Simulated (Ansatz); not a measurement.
**CuO: how the plane-wave cutoff moves the results**

These are results of Ansatz, DFT PBEsol, scalar-relativistic, plane waves, PAW, not measurements.

```yaml
crystal:
  lattice:
    - [2.90279, 0.01283, -0.03408]
    - [0.05222, 2.84489, 0.00261]
    - [-0.04356, 0.02263, 5.27315]
  atoms:
    - { symbol: Cu, position: [0.51070, 0.00534, 0.49840] }
    - { symbol: Cu, position: [0.05379, 0.47809, 0.99029] }
    - { symbol: O, position: [0.95681, 0.97912, 0.24962] }
    - { symbol: O, position: [0.02539, 0.00127, 0.76859] }
```

```json
{
  "Γ-centred k-mesh": "10×10×6",
  "occupation rule": "Gaussian smearing, 0.1 eV",
  "spin treatment": "unpolarised",
  "valence charge of the PAW sets": "Cu 19, O 6"
}
```

The atoms are held and the plane-wave cutoff is swept. Energies are extrapolated to zero smearing and count from the reference run, 600 eV. The cell was strained and its atoms displaced at random, so that forces don't vanish. Pressure is positive in compression and holds a correction for the finite cutoff (Pulay stress).

Times are rough; the reference took 47 s on 1 thread of Intel(R) Xeon(R) Platinum 8259CL CPU @ 2.50GHz (Skylake/Cascade Lake), on a shared host, peak memory 0.73 GiB.

Task: One run gave ΔE = 10825 meV/atom and P = 16.12 GPa. Which plane-wave cutoff did it use, of 200, 250, 300, 350, 420?

Result: 200 eV. All runs:

```
cutoff (eV)  ΔE (meV/atom) P (GPa) largest change of a force component (eV/Å) plane waves at Γ  wall time (s)
        200          10825    16.12                                       2.189               281             17
        250           2129    -4.96                                       0.688               395             19
        300            373    -4.18                                       0.049               505             24
        350           59.6    -3.57                                       0.014               645             26
        420           5.01    -3.41                                       0.002               837             34
        600           0.00    -3.41                                       0.000              1451             47
```

This form isn't the usual stable structure of the compound.